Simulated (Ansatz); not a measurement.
Geometry optimisation, DFT PBE, scalar-relativistic, plane waves, PAW (Ansatz).

input.yaml

```yaml
crystal:
  lattice:
    - [0.0, 5.43, 5.43]
    - [5.43, 0.0, 5.43]
    - [5.43, 5.43, 0.0]
  atoms:
    - { symbol: Si, position: [0.0, 0.0, 0.0] }
    - { symbol: Si, position: [0.125, 0.125, 0.125] }
    - { symbol: Si, position: [0.0, 0.0, 0.5] }
    - { symbol: Si, position: [0.125, 0.125, 0.625] }
    - { symbol: Si, position: [0.0, 0.5, 0.0] }
    - { symbol: Si, position: [0.125, 0.625, 0.125] }
    - { symbol: Si, position: [0.0, 0.5, 0.5] }
    - { symbol: Si, position: [0.125, 0.625, 0.625] }
    - { symbol: Si, position: [0.5, 0.0, 0.0] }
    - { symbol: Si, position: [0.625, 0.125, 0.125] }
    - { symbol: Si, position: [0.5, 0.0, 0.5] }
    - { symbol: Si, position: [0.625, 0.125, 0.625] }
    - { symbol: Si, position: [0.5, 0.5, 0.0] }
    - { symbol: Si, position: [0.625, 0.625, 0.125] }
    - { symbol: Si, position: [0.5, 0.5, 0.5] }
    - { symbol: Si, position: [0.625, 0.625, 0.625] }
    - { symbol: H, position: [0.30356999, 1.07462525, 0.81520206], spin: 1.0 }
magnetization:
  spin_polarized: true
basis:
  ecutwfc: 420.0
kpoints:
  mp_grid: { grid: [2, 2, 2] }
hamiltonian:
  xc: pbe
scf:
  occupations: { method: gaussian, width: 0.02 }
  lower_state_search: "off"
relax:
  f_tol: 0.03
  max_steps: 60
  adjacent_minimum: "off"
output:
  write_density: true
  write_potential: true
  elf: true
  volumetric_format: npy
```

Launched with:

```bash
$ ansatz run input.yaml --threads 2 --pin off --max-ram 5120MiB --backend cpu --events-out ev --progress --plain --runs-dir out
```

Q: Where does it end, and by what steps?

A: It converged. The force dipped under the threshold on the way, but the program's further checks kept it going. Limits of this set-up: coarse k mesh, a small cell, in which the defect meets its images. After 8 steps the energy has fallen by 0.253 eV; H17 moved furthest, 0.98 Å. Joined: Si2–H17 (2.19 → 1.70 Å).

| step | energy less start (eV) | largest force component (eV/Å) | accepted |
| --- | --- | --- | --- |
| 0 | 0.0000 | 0.152 | yes |
| 1 | -0.0072 | 0.083 | yes |
| 2 | -0.0411 | 0.273 | yes |
| 3 | -0.1270 | 0.328 | yes |
| 4 | -0.1956 | 0.508 | yes |
| 5 | -0.2316 | 0.092 | yes |
| 6 | -0.2489 | 0.063 | yes |
| 7 | -0.2523 | 0.030 | yes |
| 8 | -0.2527 | 0.015 | yes |

```xyz
17
Lattice="0.0000 5.4300 5.4300 5.4300 0.0000 5.4300 5.4300 5.4300 0.0000" Properties=species:S:1:pos:R:3
Si -0.022 -0.061 0.024
Si 1.351 1.316 1.399
Si 2.694 2.686 0.028
Si 4.056 4.028 1.403
Si 2.694 -0.056 2.770
Si 4.055 1.319 4.112
Si 5.412 2.659 2.744
Si 6.745 4.030 4.114
Si -0.021 2.691 2.775
Si 1.354 4.030 4.114
Si 2.713 5.390 2.755
Si 4.056 6.742 4.116
Si 2.712 2.670 5.474
Si 4.055 4.032 6.825
Si 5.412 5.401 5.485
Si 6.788 6.745 6.829
H 10.507 6.752 6.818
```

Whether the end is a true minimum wasn't checked by a vibrational analysis.

Run time: 51 s on 2 threads of AMD EPYC 9R14 (Zen 4), with other jobs on the host, peak memory 0.76 GiB.
